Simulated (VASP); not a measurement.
# Cs: intraband terms of a metal's spectrum

Cs, Pnma (no. 62), 4 atoms in the cell. PBE, independent-particle dielectric function; PAW potentials Cs_sv (PBE set).

## Input

INCAR.step1:
```
SYSTEM = Cs
  EDIFF = 1E-7
  ENCUT = 260
  ISMEAR = 1
  KPAR = 4
  LASPH = .TRUE.
  LCHARG = .TRUE.
  LMAXMIX = 4
  LWAVE = .FALSE.
  PREC = Accurate
  SIGMA = 0.1
```

INCAR.step2:
```
SYSTEM = Cs
  CSHIFT = 0.1
  EDIFF = 1E-6
  ENCUT = 260
  ICHARG = 11
  ISMEAR = 0
  KPAR = 4
  LASPH = .TRUE.
  LCHARG = .FALSE.
  LMAXMIX = 4
  LWAVE = .TRUE.
  NBANDS = 44
  NEDOS = 3000
  OMEGAMAX = 30
  PREC = Accurate
  SIGMA = 0.3
```

INCAR.step3, as INCAR.step2 but for:
```
- LWAVE = .TRUE.
+ ALGO = None
+ ISTART = 1
+ LOPTICS = .TRUE.
+ LWAVE = .FALSE.
+ NELM = 1
```

INCAR.step4, as INCAR.step3 but for:
```
+ WPLASMAI = 0.03
```

INCAR.step5 to INCAR.step6 change the same tag again: WPLASMAI = 0.1, 0.3.

INCAR.step7, as INCAR.step6 but for:
```
- WPLASMAI = 0.3
+ RTIME = 5
```

INCAR.step8, as INCAR.step7 but for:
```
- RTIME = 5
+ RTIME = 20
```

INCAR.step9, as INCAR.step8 but for:
```
- RTIME = 20
+ LNABLA = .TRUE.
```

INCAR.step10, as INCAR.step9 but for:
```
- ISMEAR = 0
- LNABLA = .TRUE.
+ ISMEAR = -5
```

KPOINTS.step1:
```
k-points
0
Gamma
  3 4 5
```

KPOINTS.step2:
```
k-points
0
Gamma
  6 7 10
```

POSCAR:
```
Cs
1.0
   10.3671850000      0.0000000000      0.0000000000
    0.0000000000      8.2377410000      0.0000000000
    0.0000000000      0.0000000000      5.4439640000
Cs
4
Direct
    0.3681130000      0.2500000000      0.3392310000
    0.8681130000      0.2500000000      0.1607690000
    0.6318870000      0.7500000000      0.6607690000
    0.1318870000      0.7500000000      0.8392310000
```

Commands (each step's output is kept before the next begins):
```
cat potpaw_PBE.64/Cs_sv/POTCAR > POTCAR
cp INCAR.step1 INCAR
cp KPOINTS.step1 KPOINTS
mpirun -np 4 vasp_std > vasp.out
cp INCAR.step2 INCAR
cp KPOINTS.step2 KPOINTS
mpirun -np 4 vasp_std > vasp.out
cp INCAR.step3 INCAR
mpirun -np 4 vasp_std > vasp.out
cp INCAR.step4 INCAR
mpirun -np 4 vasp_std > vasp.out
cp INCAR.step5 INCAR
mpirun -np 4 vasp_std > vasp.out
cp INCAR.step6 INCAR
mpirun -np 4 vasp_std > vasp.out
cp INCAR.step7 INCAR
mpirun -np 4 vasp_std > vasp.out
cp INCAR.step8 INCAR
mpirun -np 4 vasp_std > vasp.out
cp INCAR.step9 INCAR
mpirun -np 4 vasp_std > vasp.out
cp INCAR.step10 INCAR
mpirun -np 4 vasp_std > vasp.out
```

## Result

- Bands: 44

One ground state, settings moved in the last step alone:

| Settings | Plasma frequency (eV) | Im ε at 0.5 eV | Im ε at 1 eV | Im ε at 2 eV | Im ε at 4 eV | Time (s) |
|---|---|---|---|---|---|---|
| interband part alone | 2.53 | 9.3 | 3.8 | 1.1 | 0.4 | 26 |
| Drude term, WPLASMAI 0.03 | 2.53 | 10.9 | 3.9 | 1.1 | 0.4 | 34 |
| Drude term, WPLASMAI 0.1 | 2.53 | 14.2 | 4.4 | 1.1 | 0.4 | 31 |
| Drude term, WPLASMAI 0.3 | 2.53 | 20.6 | 5.5 | 1.3 | 0.4 | 29 |
| relaxation time RTIME 5 fs | 2.53 | 15.6 | 4.6 | 1.2 | 0.4 | 29 |
| relaxation time RTIME 20 fs | 2.53 | 11.0 | 4.0 | 1.1 | 0.4 | 31 |
| transversal form (LNABLA) | 2.53 | 9.4 | 3.8 | 1.1 | 0.4 | 26 |
| tetrahedron method | – | – | – | – | – | no result |

Limits: Spin-orbit coupling is left out, which can matter with atoms this heavy.

VASP 6.6.1 took 305 s on 4 cores (AMD EPYC 7R43 (Zen 3)), a shared host.
